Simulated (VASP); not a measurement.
# SnSe2 (C2/m) in VASP: notebook

The runs below take SnSe2 through single point, with r2SCAN, PBE.

All numbers are computed with VASP 6.6.1; they aren't measurements. Logs are shortened: lines on timing, memory, paths and dates and some standing lists are left out, and cuts for length are marked.

### 1 The cell of the first run

It takes space group C2/m (No. 12, monoclinic). The conventional cell has a = 6.625 Å, b = 4.033 Å, c = 6.227 Å, α = 90.00°, β = 90.00°, γ = 90.00°. Sn (site symmetry 2/m) has 6 Se at 2.70 to 2.77 Å as nearest neighbours. Around Se (site symmetry m) lie 3 Sn at 2.70 to 2.77 Å.

The cell was built by a generator and needn't be a form met in nature.

### 2 Single point, r2SCAN (uniaxial_x strain +5.4%)

The input, POSCAR:

```
SnSe2
1.0
    4.0328549378      0.0000000000      0.0000000000
   -2.0164274689      3.3126764923      0.0000000000
    0.0000000000      0.0000000000      6.2270790415
Sn Se
1 2
Direct
    0.0000000000      0.0000000000      0.0000000000
    0.3332854726      0.6665709452      0.2483560161
    0.6667145274      0.3334290548      0.7516439839
```

The input, INCAR.step1:

```
PREC = Accurate
ENCUT = 520
ISMEAR = 0
SIGMA = 0.01
LREAL = F
LASPH = T
NELM = 100
NBANDS = 20
GGA = PE
ALGO = Normal
EDIFF = 1E-4
LWAVE = T
LCHARG = F
```

The input, INCAR.step2:

```
PREC = Accurate
ENCUT = 520
EDIFF = 1E-6
ISMEAR = 0
SIGMA = 0.01
LREAL = F
LASPH = T
NELM = 100
ALGO = Normal
ISIF = 2
LWAVE = F
LCHARG = F
METAGGA = R2SCAN
LMIXTAU = T
NBANDS = 20
ISTART = 1
```

The input, KPOINTS:

```
regular mesh
0
Gamma
  12 12 4
```

Potentials or basis: VASP PAW PBE potentials, release 64 (Sn_d, Se).

On the command line:

```sh
cat potpaw_PBE.64/Sn_d/POTCAR potpaw_PBE.64/Se/POTCAR > POTCAR
cp INCAR.step1 INCAR
mpirun -np 1 vasp_std > vasp.out
cp INCAR.step2 INCAR
mpirun -np 1 vasp_std > vasp.out
```

OUTCAR:

```text
PREC = Accurate
   ENCUT = 520
   EDIFF = 1E-6
   ISMEAR = 0
   LREAL = F
   LASPH = T
   NELM = 100
   ISIF = 2
   METAGGA = R2SCAN
   ISTART = 1

 ion  position               nearest neighbor table
   1  0.000  0.000  0.000-   2 2.70   3 2.70   3 2.77   2 2.77   3 2.77   2 2.77
   2  0.333  0.667  0.248-   1 2.70   1 2.77   1 2.77
   3  0.667  0.333  0.752-   1 2.70   1 2.77   1 2.77

  Warning from LATTYP: Monoclinic adjustment (A1->A3, A2->A1, A3->A2)!
  LATTYP: Found a base centered orthorhombic cell.
 ALAT       =     4.0328549378
 B/A-ratio  =     1.6428443588
 C/A-ratio  =     1.5440870395

  Lattice vectors:

 A1 = (   2.0164274689,  -3.3126764923,   0.0000000000)
 A2 = (   2.0164274689,   3.3126764923,   0.0000000000)
 A3 = (   0.0000000000,   0.0000000000,   6.2270790415)

Analysis of symmetry for initial positions (statically):
=====================================================================
 Subroutine PRICEL returns:
 Original cell was already a primitive cell.

 Routine SETGRP: Setting up the symmetry group for a
 base centered orthorhombic supercell.

 Subroutine GETGRP returns: Found  4 space group operations
 (whereof  4 operations were pure point group operations)
 out of a pool of  8 trial point group operations.

The static configuration has the point symmetry C_2h.

Analysis of symmetry for dynamics (positions and initial velocities):
=====================================================================
 Subroutine PRICEL returns:
 Original cell was already a primitive cell.

 Routine SETGRP: Setting up the symmetry group for a
 base centered orthorhombic supercell.

 Subroutine GETGRP returns: Found  4 space group operations
 (whereof  4 operations were pure point group operations)
 out of a pool of  8 trial point group operations.

The dynamic configuration has the point symmetry C_2h.

 Subroutine INISYM returns: Found  4 space group operations
 (whereof  4 operations are pure point group operations),
 and found     1 'primitive' translations

----------------------------------------------------------------------------------------

                                     Primitive cell

  volume of cell :      83.1909

  direct lattice vectors                    reciprocal lattice vectors
     4.032854938  0.000000000  0.000000000     0.247963295  0.150935354  0.000000000
    -2.016427469  3.312676492  0.000000000     0.000000000  0.301870709  0.000000000
     0.000000000  0.000000000  6.227079041     0.000000000  0.000000000  0.160588936

  length of vectors
     4.032854938  3.878118781  6.227079041     0.290288265  0.301870709  0.160588936

  position of ions in fractional coordinates (direct lattice)
     0.000000000  0.000000000  0.000000000
     0.333285473  0.666570945  0.248356016
     0.666714527  0.333429055  0.751643984

  ion indices of the primitive-cell ions
   primitive index   ion index
                 1           1
                 2           2
                 3           3

----------------------------------------------------------------------------------------

 KPOINTS: regular mesh

Automatic generation of k-mesh.
 Grid dimensions read from file:
 generate k-points for:   12   12    4

 Generating k-lattice:

  Cartesian coordinates                     Fractional coordinates (reciprocal lattice)
     0.020663608  0.012577946  0.000000000     0.083333333 -0.000000000  0.000000000
     0.000000000  0.025155892  0.000000000     0.000000000  0.083333333  0.000000000
     0.000000000  0.000000000  0.040147234     0.000000000  0.000000000  0.250000000

  Length of vectors
     0.024190689  0.025155892  0.040147234

  Shift w.r.t. Gamma in fractional coordinates (k-lattice)
     0.000000000  0.000000000  0.000000000

 Subroutine IBZKPT returns following result:
 ===========================================

 Found    164 irreducible k-points:

 Following reciprocal coordinates:
            Coordinates               Weight
  0.000000  0.000000  0.000000      1.000000
  0.083333  0.000000  0.000000      4.000000
  0.166667  0.000000  0.000000      4.000000
  0.250000  0.000000  0.000000      4.000000
  0.333333  0.000000  0.000000      4.000000
  0.416667  0.000000  0.000000      4.000000
[... 16 lines left out ...]
  0.333333  0.166667  0.000000      4.000000
  0.416667  0.166667  0.000000      4.000000
 [... further k-points ...]
   k-points           NKPTS =    164   k-points in BZ     NKDIM =    164   number of bands    NBANDS=     20
   number of dos      NEDOS =    301   number of ions     NIONS =      3
   total plane-waves  NPLWV =  43200
   dimension x,y,z NGX =    30 NGY =   30 NGZ =   48
   dimension x,y,z NGXF=    60 NGYF=   60 NGZF=   96
   ions per type =               1   2
   NGX,Y,Z   is equivalent  to a cutoff of  12.37, 12.86, 12.81 a.u.
   NGXF,Y,Z  is equivalent  to a cutoff of  24.73, 25.72, 25.63 a.u.
 SYSTEM =  unknown system
   PREC   = accura    normal or accurate (medium, high low for compatibility)
   ISTART =      1    job   : 0-new  1-cont  2-samecut
   ICHARG =      0    charge: 1-file 2-atom 10-const
   ISPIN  =      1    spin polarized calculation?
   LNONCOLLINEAR =      F non collinear calculations
   LSORBIT =      F    spin-orbit coupling
   LASPH  =      T    aspherical Exc in radial PAW
   ENCUT  =  520.0 eV  38.22 Ry    6.18 a.u.   7.50  7.21 11.58*2*pi/ulx,y,z
   NELM   =    100;   NELMIN=  2; NELMDL=  0     # of ELM steps
   EDIFF  = 0.1E-05   stopping-criterion for ELM
   LREAL  =      F    real-space projection
   EDIFFG = 0.1E-04   stopping-criterion for IOM
   NSW    =      0    number of steps for IOM
   IBRION =     -1    ionic relax: 0-MD 1-quasi-New 2-CG
   NFREE  =      0    steps in history (QN), initial steepest desc. (CG)
   ISIF   =      2    stress and relaxation
   ISYM   =      2    0-nonsym 1-usesym 2-fastsym
   POTIM  = 0.5000    time-step for ionic-motion
   TEBEG  =    0.0;   TEEND  =   0.0 temperature during run
   PSTRESS=    0.0 pullay stress
   NELECT =      26.0000    total number of electrons
   NUPDOWN=      -1.0000    fix difference up-down
   EMIN   =  10.00;   EMAX   =-10.00  energy-range for DOS
   EFERMI =   0.00;   METHOD = LEGACY
   ISMEAR =     0;   SIGMA  =   0.01  broadening in eV -4-tet -1-fermi 0-gaus
   EFERMI_NEDOS =   21; number of points for ismear=-14 and -15
   IALGO  =     38    algorithm
   IMIX   =      4    mixing-type and parameters
     AMIX     =   0.40;   BMIX     =  1.00
     AMIX_MAG =   1.60;   BMIX_MAG =  1.00
  volume/ion in A,a.u.               =      27.73       187.13
  Fermi-wavevector in a.u.,A,eV,Ry     =   1.110983  2.099453 16.793432  1.234282
  Thomas-Fermi vector in A             =   2.247541
   LORBIT       =      0    0 simple, 1 ext, 2 COOP (PROOUT), +10 PAW based schemes
   METAGGA = R2SCAN    functional components
   LHFCALC =     F    Hartree Fock is set to
   AEXX    =    0.0000 exact exchange contribution
   IVDW    =     0    specifies the selected vdW correction
   LEPSILON=     F    determine dielectric tensor
   LRPA    =     F    only Hartree local field effects (RPA)
 non-spin polarized calculation
 Gauss-broadening in eV      SIGMA  =   0.01
  energy-cutoff  :      520.00
  volume of cell :       83.19
 maximum number of plane-waves:      2262
 NGX is ok and might be reduce to    30
   NGX = 15   NGY = 15   NGZ = 23

 number of electron      25.9999995 magnetization

 Free energy of the ion-electron system (eV)
  ---------------------------------------------------
  ext. energy  EPLUGINS =         0.00000000
  ---------------------------------------------------
  free energy    TOTEN  =       -54.58277870 eV

  energy without entropy =      -54.58277870  energy(sigma->0) =      -54.58277870

 E-fermi :   3.3647     XC(G=0):  -9.6510

 val. band max:        3.2667573927   @ k =  -0.1667   0.0833   0.0000
 cond. band min:       3.8822852687   @ k =   0.0000   0.5000   0.2500
 fundamental gap:      0.6155278760
 Fermi energy:         3.3646503059

 k-point     1 :       0.0000    0.0000    0.0000
  band No.  band energies     occupation
      1     -18.7606      2.00000
      2     -18.7449      2.00000
      3     -18.7118      2.00000
      4     -18.7050      2.00000
      5     -18.6916      2.00000
      6     -10.8686      2.00000
[... 12 lines left out ...]
     19      12.1727      0.00000
     20      12.8747      0.00000

 k-point     2 :       0.0833    0.0000    0.0000
  band No.  band energies     occupation
      1     -18.7620      2.00000
      2     -18.7450      2.00000
      3     -18.7105      2.00000
      4     -18.7047      2.00000
      5     -18.6918      2.00000
      6     -10.8065      2.00000
[... 12 lines left out ...]
     19      12.1593      0.00000
     20      12.7507      0.00000

 k-point     3 :       0.1667    0.0000    0.0000
  band No.  band energies     occupation
      1     -18.7684      2.00000
      2     -18.7437      2.00000
      3     -18.7074      2.00000
      4     -18.7039      2.00000
      5     -18.6912      2.00000
      6     -10.6248      2.00000
[... 12 lines left out ...]
     19      11.9264      0.00000
     20      12.8806      0.00000

 k-point     4 :       0.2500    0.0000    0.0000
  band No.  band energies     occupation
      1     -18.7793      2.00000
      2     -18.7411      2.00000
      3     -18.7069      2.00000
      4     -18.7004      2.00000
      5     -18.6876      2.00000
      6     -10.3393      2.00000
[... 12 lines left out ...]
     19      11.7857      0.00000
     20      13.1274      0.00000

 k-point     5 :       0.3333    0.0000    0.0000
  band No.  band energies     occupation
      1     -18.7911      2.00000
      2     -18.7392      2.00000
      3     -18.7086      2.00000
      4     -18.6955      2.00000
      5     -18.6817      2.00000
      6      -9.9840      2.00000
[... 12 lines left out ...]
     19      12.3253      0.00000
     20      13.3747      0.00000

 k-point     6 :       0.4167    0.0000    0.0000
  band No.  band energies     occupation
      1     -18.7999      2.00000
      2     -18.7383      2.00000
      3     -18.7103      2.00000
      4     -18.6916      2.00000
      5     -18.6764      2.00000
      6      -9.6286      2.00000
[... 12 lines left out ...]
     19      13.0075      0.00000
     20      13.8624      0.00000

 k-point     7 :       0.5000    0.0000    0.0000
  band No.  band energies     occupation
      1     -18.8031      2.00000
      2     -18.7381      2.00000
      3     -18.7109      2.00000
      4     -18.6901      2.00000
      5     -18.6744      2.00000
      6      -9.4415      2.00000
[... 12 lines left out ...]
     19      13.3032      0.00000
     20      14.2034      0.00000
[... 277 lines left out ...]
 k-point    20 :       0.0833    0.1667    0.0000
  band No.  band energies     occupation
      1     -18.7673      2.00000
      2     -18.7494      2.00000
      3     -18.7142      2.00000
      4     -18.6986      2.00000
      5     -18.6852      2.00000
      6     -10.4193      2.00000
[... 12 lines left out ...]
     19      11.3183      0.00000
     20      13.0137      0.00000

 k-point    21 :       0.1667    0.1667    0.0000
  band No.  band energies     occupation
      1     -18.7781      2.00000
      2     -18.7467      2.00000
      3     -18.7130      2.00000
      4     -18.6974      2.00000
      5     -18.6801      2.00000
      6     -10.1390      2.00000
[... 12 lines left out ...]
     19      10.6411      0.00000
     20      13.5609      0.00000

 k-point    22 :       0.2500    0.1667    0.0000
  band No.  band energies     occupation
      1     -18.7869      2.00000
      2     -18.7465      2.00000
      3     -18.7106      2.00000
      4     -18.6963      2.00000
      5     -18.6757      2.00000
      6      -9.7989      2.00000
[... 12 lines left out ...]
     19      10.8923      0.00000
     20      13.5235      0.00000

 k-point    23 :       0.3333    0.1667    0.0000
  band No.  band energies     occupation
      1     -18.7921      2.00000
      2     -18.7477      2.00000
      3     -18.7082      2.00000
      4     -18.6942      2.00000
      5     -18.6745      2.00000
      6      -9.4679      2.00000
[... 12 lines left out ...]
     19      11.6182      0.00000
     20      13.4896      0.00000

 k-point    24 :       0.4167    0.1667    0.0000
  band No.  band energies     occupation
      1     -18.7928      2.00000
      2     -18.7492      2.00000
      3     -18.7061      2.00000
      4     -18.6915      2.00000
      5     -18.6775      2.00000
      6      -9.3072      2.00000
[... 12 lines left out ...]
     19      12.4396      0.00000
     20      13.4680      0.00000

 [... further k-points ...]

------------------------ aborting loop because EDIFF is reached ----------------------------------------

  FORCE on cell =-STRESS in cart. coord.  units (eV):
  Direction    XX          YY          ZZ          XY          YZ          ZX
  --------------------------------------------------------------------------------------
  -------------------------------------------------------------------------------------
  Total       -2.0601508     -0.3300813      0.1354086      0.0000000     -0.0078996      0.0000000
  in kB      -39.6765209     -6.3570474      2.6078386      0.0000000     -0.1521380      0.0000000
  external PRESSURE =     -14.4752432 kB  Pullay stress =       0.0000000 kB

 VOLUME and BASIS-vectors are now :
 -----------------------------------------------------------------------------
  energy-cutoff  :      520.00
  volume of cell :       83.19
      direct lattice vectors                 reciprocal lattice vectors
     4.032854938  0.000000000  0.000000000     0.247963295  0.150935354  0.000000000
    -2.016427469  3.312676492  0.000000000     0.000000000  0.301870709  0.000000000
     0.000000000  0.000000000  6.227079041     0.000000000  0.000000000  0.160588936

 POSITION                                       TOTAL-FORCE (eV/Angst)
 -----------------------------------------------------------------------------------
      0.00000      0.00000      0.00000         0.000000      0.000000      0.000000
     -0.00000      2.20813      1.54653        -0.000000      0.001762     -0.018093
      2.01643      1.10454      4.68055         0.000000     -0.001762      0.018093
 -----------------------------------------------------------------------------------
    total drift:                               -0.000000     -0.000000      0.000000

  FREE ENERGIE OF THE ION-ELECTRON SYSTEM (eV)
  ---------------------------------------------------
  free  energy   TOTEN  =       -54.5827786994 eV

  energy  without entropy=      -54.5827786994  energy(sigma->0) =      -54.58277870
```

Wall time 9.9 min (1 thread of Intel Xeon 6975P-C (Granite Rapids), shared host); peak memory 0.4 GiB.

Results:

```
Free energy            : -54.5828 eV
Pressure               : -1.4 GPa
Largest force          : 0.018 eV/Å
Band gap on the k mesh : 0.62 eV, indirect (least direct gap 0.99 eV)
```

Forces on the atoms (eV/Å):
```
Sn   0.000  0.000  0.000
Se   0.000  0.002 -0.018
Se   0.000 -0.002  0.018
```

Levels at points of the mesh, in eV from the valence-band top:
```tsv
k point	band 11	band 12	band 13	band 14	band 15	band 16
(0.00, 0.00, 0.00)	-0.71	-0.51	-0.05	0.94	3.03	4.44
(0.50, 0.00, 0.00)	-2.51	-1.17	-0.36	1.28	4.21	5.73
(0.00, 0.50, 0.00)	-2.69	-1.11	-0.66	0.81	3.68	5.32
(0.00, 0.00, 0.50)	-0.86	-0.57	-0.36	2.21	2.96	4.19
(0.50, 0.00, 0.50)	-1.93	-0.84	-0.71	0.95	4.61	5.20
(0.00, 0.50, 0.50)	-1.94	-1.04	-0.97	0.79	4.26	5.26
```

Caveat: the PAW data sets were made with another functional, which shifts forces and pressure a little; spin-orbit coupling is left out, which moves the levels of the heavy elements. A k mesh can miss the band edges.

### 3 Single point, PBE (biaxial_xy strain +2.3%)

The input, INCAR:

```
SYSTEM = SnSe2
ALGO     = Fast           ! electronic algorithm
EDIFF    = 1E-6           ! SCF threshold, eV
ENCUT    = 520            ! plane-wave cutoff, eV
GGA      = PE             ! functional
ISIF     = 2              ! what is computed and relaxed
ISMEAR   = -1             ! smearing method
LASPH    = .True.         ! aspherical terms in the spheres
LCHARG   = .True.         ! write CHGCAR
LELF     = .True.         ! ELF
LREAL    = .False.        ! projectors in reciprocal space
LVHAR    = .True.       
LWAVE    = .False.        ! write WAVECAR
NBANDS   = 20             ! bands
NELM     = 100            ! most SCF steps
PREC     = Accurate       ! precision mode
SIGMA    = 0.02           ! smearing width, eV
```

The input, KPOINTS:

```
k-points
0
Gamma
  12 12 4
  0 0 0
```

The input, POSCAR:

```
SnSe2
1.0
    3.9119802190      0.0000000000      0.0000000000
   -1.9559901095      3.3878742487      0.0000000000
    0.0000000000      0.0000000000      6.2270790415
Sn Se
1 2
Direct
    0.0000000000      0.0000000000      0.0000000000
    0.3333333333      0.6666666667      0.2491113085
    0.6666666667      0.3333333333      0.7508886915
```

Potentials or basis: VASP PAW PBE potentials, release 64 (Sn_d, Se).

On the command line:

```sh
cat potpaw_PBE.64/Sn_d/POTCAR potpaw_PBE.64/Se/POTCAR > POTCAR
mpirun -np 1 vasp_std > vasp.out
```

Run time: 73 s. Hardware: 1 thread of Intel Xeon 6975P-C (Granite Rapids), shared host; peak memory 0.26 GiB.

Results (log left out):

| Item | Value |
| --- | --- |
| Free energy | -11.8439 eV |
| Pressure | 0.8 GPa |
| Largest force | 0.244 eV/Å |
| Band gap on the k mesh | 0.65 eV, indirect (least direct gap 0.71 eV) |

Forces in eV/Å, atoms in the order of the input:
```
Sn   0.000  0.000  0.000
Se   0.000  0.000  0.244
Se   0.000  0.000 -0.244
```

Stress tensor (GPa, compression positive):
```
0.06 0.00 0.00
0.00 0.06 0.00
0.00 0.00 2.27
```

Levels at points of the mesh, in eV from the valence-band top:
| k point | band 10 | band 11 | band 12 | band 13 | band 14 | band 15 | band 16 | band 17 |
| --- | --- | --- | --- | --- | --- | --- | --- | --- |
| (0.00, 0.00, 0.00) | -0.76 | -0.48 | -0.48 | -0.04 | 0.67 | 2.76 | 4.39 | 4.39 |
| (0.50, 0.00, 0.00) | -2.72 | -2.56 | -1.12 | -0.37 | 0.98 | 3.63 | 5.23 | 5.45 |
| (0.00, 0.00, 0.50) | -0.84 | -0.84 | -0.34 | -0.34 | 2.01 | 2.67 | 4.14 | 4.14 |
| (0.50, 0.00, 0.50) | -2.41 | -1.90 | -0.82 | -0.73 | 0.71 | 4.13 | 4.79 | 5.90 |

Caveat: spin-orbit coupling is left out, which moves the levels of the heavy elements; this functional lacks dispersion, which binds the layers, so the pressure and a relaxed spacing across them are unreliable. A k mesh can miss the band edges.
